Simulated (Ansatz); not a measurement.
Input and command of a plane-wave DFT calculation in Ansatz:

```yaml
crystal:
  lattice:
    - [0.0, 2.6063096149, 2.9462630429]
    - [2.6063096149, 0.0, 2.9462630429]
    - [2.6063096149, 2.6063096149, 0.0]
  atoms:
    - { symbol: Zn, position: [0.0, 0.0, 0.0] }
    - { symbol: Se, position: [0.75, 0.75, 0.75] }
basis:
  ecutwfc: 500
kpoints:
  mp_grid: { grid: [8, 8, 8] }
hamiltonian:
  xc: r2scan
scf:
  occupations: { method: gaussian, width: 0.05 }
output:
  forces: true
  stress: true
  eigenvalues: true
```

```bash
ansatz run input.yaml --threads 2 --pin off --max-ram 5120MiB --backend cpu --events-out ev --progress --plain --runs-dir out
```

Processor: Intel(R) Xeon(R) 6975P-C (Granite Rapids), 2 threads, on a host shared with other jobs.

Question: Estimate time, memory and problem size.

Answer: About 2.5 s on 2 threads of Intel(R) Xeon(R) 6975P-C (Granite Rapids), on a shared host, peak memory 0.55 GiB. It solves 18 bands at 59 k points (the mesh reduced by symmetry) with about 1023 plane waves, in 7 SCF iterations.
